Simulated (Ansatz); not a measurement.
## Relaxing NbH

Computed with DFT PBEsol, scalar-relativistic, plane waves, PAW in Ansatz 0.2.0. (420 eV cutoff, 14×14×12 k-mesh, Gaussian smearing of 0.10 eV, no spin polarisation)

What was changed: biaxial strain in the a-b plane, c and atoms relaxed: -4.0 %.

Input:

```yaml
crystal:
  lattice:
    - [3.0505485958, 0.0, 0.0]
    - [0.0, 3.0505485958, 0.0]
    - [0.0, 0.0, 3.9965038763]
  atoms:
    - { symbol: Nb, position: [0.0, 0.0, 0.0] }
    - { symbol: Nb, position: [0.5, 0.5, 0.5] }
    - { symbol: H, position: [0.0, 0.0, 0.5] }
    - { symbol: H, position: [0.5, 0.5, 0.0] }
basis:
  ecutwfc: 420
kpoints:
  mp_grid: { grid: [14, 14, 12] }
hamiltonian:
  xc: pbesol
scf:
  occupations: { method: gaussian, width: 0.1 }
output:
  forces: true
  stress: true
  eigenvalues: true
relax:
  adjacent_minimum: "off"
  f_tol: 0.008
  max_steps: 40
  cell: { stress_tol: 0.05, fix: [a, b, gamma] }
```

F is the free energy. Steps run on the plane waves of an earlier cell, but the last one, and at times one on the way, on a freshly chosen basis, so a repeated geometry can differ a little in energy. The held parts of the cell keep their stress, so P needn't end at zero.

Steps:

```json
{"step": "1", "F − F(1) (eV)": "0.0000", "largest force component (eV/Å)": "0.000", "V (Å³/atom)": "9.298", "P (GPa)": "12.30"}
{"step": "2", "F − F(1) (eV)": "-0.0547", "largest force component (eV/Å)": "0.000", "V (Å³/atom)": "9.752", "P (GPa)": "1.26"}
{"step": "3", "F − F(1) (eV)": "-0.0548", "largest force component (eV/Å)": "0.000", "V (Å³/atom)": "9.742", "P (GPa)": "1.47"}
{"step": "4", "F − F(1) (eV)": "-0.0562", "largest force component (eV/Å)": "0.000", "V (Å³/atom)": "9.742", "P (GPa)": "1.48"}
```

Relaxed structure:

```yaml
crystal:
  lattice:
    - [3.05055, 0.00000, 0.00000]
    - [0.00000, 3.05055, 0.00000]
    - [0.00000, 0.00000, 4.18768]
  atoms:
    - { symbol: Nb, position: [0.00000, 0.00000, 0.00000] }
    - { symbol: Nb, position: [0.50000, 0.50000, 0.50000] }
    - { symbol: H, position: [0.00000, 0.00000, 0.50000] }
    - { symbol: H, position: [0.50000, 0.50000, 0.00000] }
```

Symmetry: I4/mmm, No. 139, tetragonal system. The conventional cell has a = 3.051 Å, b = 3.051 Å, c = 4.188 Å, α = 90.00°, β = 90.00°, γ = 90.00°. Nb (site symmetry 4/mmm) is surrounded by 6 H at 2.09 to 2.16 Å. H (site symmetry 4/mmm) is surrounded by 6 Nb at 2.09 to 2.16 Å.

The run converged. The run took of the order of 30 core-seconds.